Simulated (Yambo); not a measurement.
# GaP (F-43m) in Yambo: notebook, part 2 of 3

Yambo 5.3.0. Earlier steps stand in the parts before.

### 5 Optical spectrum by the Bethe-Salpeter equation, PBE

bse5.in reads:

```
optics
bse
bss
rim_cut
em1s
RandQpts= 1000000
RandGvec= 50 RL
Chimod= "HARTREE"
% BndsRnXs
 1 | 34 |
%
NGsBlkXs= 3 Ry
% LongDrXs
 1 | 0 | 0 |
%
BSKmod= "SEX"
BSEmod= "retarded"
BSSmod= "h"
% BSEQptR
 1 | 1 |
%
% BSEBands
 7 | 12 |
%
BSENGexx= 20 Ry
BSENGBlk= 3 Ry
% BEnRange
 0 | 20 | eV
%
% BDmRange
 0.1 | 0.1 | eV
%
BEnSteps= 200
% BLongDir
 1 | 0 | 0 |
%
BSEprop= "abs"
BSHayTrs= -0.02
```

scf.in reads:

```
&CONTROL
  calculation = 'scf'
  prefix = 'pwscf'
  outdir = './tmp'
  pseudo_dir = './pseudo'
/
&SYSTEM
  ibrav = 0
  nat = 2
  ntyp = 2
  ecutwfc = 80
  nbnd = 15
  occupations = 'smearing'
  smearing = 'fd'
  degauss = 0.00367493
  force_symmorphic = .true.
/
&ELECTRONS
  conv_thr = 4d-10
  electron_maxstep = 120
  mixing_beta = 0.5
/
ATOMIC_SPECIES
Ga    69.7230 Ga.upf
P     30.9738 P.upf
CELL_PARAMETERS angstrom
   0.0000000000    2.7252500000    2.7252500000
   2.7252500000    0.0000000000    2.7252500000
   2.7252500000    2.7252500000    0.0000000000
ATOMIC_POSITIONS crystal
Ga     0.0000000000    0.0000000000    0.0000000000
P      0.7500000000    0.7500000000    0.7500000000
K_POINTS automatic
12 12 12 0 0 0
```

nscf.in reads:

```
&CONTROL
  calculation = 'nscf'
  prefix = 'pwscf'
  outdir = './tmp'
  pseudo_dir = './pseudo'
/
&SYSTEM
  ibrav = 0
  nat = 2
  ntyp = 2
  ecutwfc = 80
  nbnd = 39
  occupations = 'fixed'
  force_symmorphic = .true.
/
&ELECTRONS
  conv_thr = 1d-08
  diago_full_acc = .true.
  diago_thr_init = 1d-06
/
ATOMIC_SPECIES
Ga    69.7230 Ga.upf
P     30.9738 P.upf
CELL_PARAMETERS angstrom
   0.0000000000    2.7252500000    2.7252500000
   2.7252500000    0.0000000000    2.7252500000
   2.7252500000    2.7252500000    0.0000000000
ATOMIC_POSITIONS crystal
Ga     0.0000000000    0.0000000000    0.0000000000
P      0.7500000000    0.7500000000    0.7500000000
K_POINTS automatic
12 12 12 0 0 0
```

Potentials or basis: PseudoDojo 0.4.1 SR PBE standard.

The run is started by

```
$ OMP_NUM_THREADS=1 pw.x -in scf.in > scf.out
$ OMP_NUM_THREADS=1 pw.x -in nscf.in > nscf.out
$ cd tmp/pwscf.save; p2y; mv SAVE ../..; cd ../..
$ OMP_NUM_THREADS=1 yambo
$ mkdir -p bse5; ln -s $PWD/bse4/ndb.RIM bse5/
$ OMP_NUM_THREADS=1 yambo -F bse5.in -J bse5 -C bse5_out
```

Yambo's report:

```text
[... sections 02.01 to 02.04 as in the set-up run ...]

  [02.05] Energies & Occupations
  ==============================

  [X] === General ===
  [X] Electronic Temperature                        :  0.000000  0.000000 [eV K]
  [X] Bosonic    Temperature                        :  0.000000  0.000000 [eV K]
  [X] Finite Temperature mode                       : no
  [X] El. density                                   :  0.44466E+24 [cm-3]
  [X] Fermi Level                                   :  7.611530 [eV]

  [X] === Gaps and Widths ===
  [X] Conduction Band Min                           :  1.596206 [eV]
  [X] Valence Band Max                              :  0.000000 [eV]
  [X] Filled Bands                                  :   9
  [X] Empty Bands                                   :   10   39
  [X] Direct Gap                                    :  1.818640 [eV]
  [X] Direct Gap localized at k                     :  1
  [X] Indirect Gap                                  :  1.596206 [eV]
  [X] Indirect Gap between kpts                     :    1   40
  [X] Last valence band width                       :  3.416667 [eV]
  [X] 1st conduction band width                     :  3.108478 [eV]

 [03] Transferred momenta grid and indexing
 ==========================================

 [BZ sampling] Q-grid is User defined and/or read from the database

 IBZ Q-points                                      :   72
 BZ  Q-points                                      :  1728

 K/Q-points units:
 rlu = crystal or reduced units; cc = cartesian coordinates; iku = interal k-units

 Q [ 1]         [rlu]:  0.000000  0.000000  0.000000
 Q [ 2]         [rlu]:  0.12588E-17  0.12588E-17  0.83333E-01
 Q [ 3]         [rlu]:  0.25176E-17  0.25176E-17  0.16667
 Q [ 4]         [rlu]: -0.25926E-17 -0.25926E-17  0.25000
 Q [ 5]         [rlu]:  0.50351E-17  0.50351E-17  0.33333
 Q [ 6]         [rlu]:  0.55436E-16 -0.75090E-19  0.41667
 Q [ 7]         [rlu]:  0.51853E-17  0.51853E-17 -0.50000
 Q [ 8]         [rlu]: -0.57507E-18  0.83333E-01  0.83333E-01
 Q [ 9]         [rlu]:  0.12634E-16  0.83333E-01  0.16667
 Q [10]         [rlu]:  0.13892E-16  0.83333E-01  0.25000
 Q [11]         [rlu]: -0.25926E-17  0.83333E-01  0.33333
 Q [12]         [rlu]:  0.23089E-17  0.83333E-01  0.41667
 Q [13]         [rlu]: -0.75090E-19  0.83333E-01  0.50000
 Q [14]         [rlu]: -0.25468E-17  0.83333E-01 -0.41667
 Q [15]         [rlu]: -0.99367E-17  0.83333E-01 -0.33333
[... 33 lines left out ...]
 Q [49]         [rlu]:  0.083333  0.250000  0.333333
 Q [50]         [rlu]:  0.083333  0.250000  0.416667
[... 214 lines left out ...]

   [BSK] Transition groups (total):   72
   [BSK] Size (resonant):  15552
   [BSK]         (total):  15552
   [BSK] N. of matrices :  1

   [07.01.03] Loading Dipoles @q1
   ==============================

   [07.01.04] Independent Particles properties @q1
   ===============================================

   [07.01.05] BSE Kernel @q1 (Resonant CORRRELATION EXCHANGE)
   ==========================================================

   [BSE] Exchange components :   459
   [BSE] Correlation components :    51   331

    [07.01.05.01] Screened interaction header I/O
    =============================================

    [07.01.05.02] Main kernel loop
    ==============================

    [WR./bse5//ndb.BS_Q1_CPU_0]-----------------------------------------------------
     Brillouin Zone Q/K grids (IBZ/BZ)                :    72  1728    72  1728
     RL vectors                                       :   4279 [WF]
     Coulomb cutoff potential                         : none
     Parallel CPUs
     Parallel Roles
     Fragmentation                                    : no
     BS kernel          wavefunctions                 : Perdew, Burke & Ernzerhof(X)+Perdew, Burke & Ernzerhof(C)
     Static diel. fun.  energies                      : Perdew, Burke & Ernzerhof(X)+Perdew, Burke & Ernzerhof(C)
     wavefunctions                                    : Perdew, Burke & Ernzerhof(X)+Perdew, Burke & Ernzerhof(C)
     [K] Identifier                                   :  2188
     [K] Dimension                                    :  15552
     [K] Bands                                        :   7  12
     [K] Exchange                                     : yes [res]
     [K] Correlation                                  : yes [res]
     [K] Kernel`s coupling                            : no
     [K] Exchange                                     : no [cpl]
     [K] Correlation                                  : no [cpl]
     [K] W interaction is bare                        : no
     [K] ALDA kernel in R-space                       : no
     [K] RL vectors                                   :   459 [exchange]
     [K] RL vectors                                   :   51 [correlation]
     [K] E/h energy range                             : -1.000000 -1.000000 [eV]
     [K] Coupling range                               :  100.0000  100.0000 [o/o]
     [W] Interaction is diagonal                      : no
     [W] Matrix size                                  :   51
     [W] Bands                                        :    1   34
     [W] e/h energy range                             : -1.000000 -1.000000 [eV]
     [W] Poles                                        :  100.0000 [o/o]
     [W] RL vectors in the sum                        :   4279
     [W] [r,Vnl] included                             : yes
     [W] Field direction                              :  0.100000E-4   0.00000      0.00000
     [W] Coulomb Cutoff                               : none
     [W] Hxc Kernel                                   : HARTREE
     [RIM] RL components                              :   51 [col]
     [RIM] Random points                              :  1000000 [col]
     [SOC] Perturbative SOC                           : no
     [K] Kernel long-range exchange                   : BAR

    [07.01.05.03] Wave-Function Phases
    ==================================

    [BSE] WF phases found       :  84.46663 [o/o]

   [07.01.06] BSE solver(s) @q1
   ============================

   [07.01.07] Haydock Solver in the optics basis @q1 using the hermitian scheme
   ============================================================================

   Accuracy (requested)      : -0.020000 [o/o]
   Accuracy (reached)        :  0.017791 [o/o]
   Iterations                :  119
```

It took 2 h on 1 thread of AMD EPYC 7R43 (Zen 3), shared host; peak memory 2.3 GiB.

Results:

```yaml
Band_gap_on_the_k_mesh_mean-field_level: 1.60 eV, indirect (least direct gap 1.82 eV)
Absorption_peak: 4.02 eV
```

Dielectric function (along the field direction of the input):
```csv
energy (eV),real part,imaginary part
0.30,11.97,0.06
1.31,13.96,0.43
2.31,21.51,8.63
3.32,11.27,18.02
4.42,-11.00,10.24
5.43,-4.25,6.29
6.43,-3.64,4.80
7.54,-2.98,2.16
8.54,-2.46,1.74
9.55,-2.07,1.04
10.65,-1.30,0.35
11.66,-0.96,0.19
12.66,-0.55,0.11
13.77,-0.21,0.03
14.77,-0.02,0.02
15.78,0.13,0.01
16.88,0.26,0.01
17.89,0.35,0.01
18.89,0.43,0.01
20.00,0.49,0.01
```

Caveat: the transitions start from uncorrected Kohn-Sham levels, so peaks lie too low; exciton energies and binding change strongly with the k mesh and aren't converged on this one; the mesh is thin for optics, so peaks and dielectric constants aren't converged.

(Continued in part 3 of 3.)
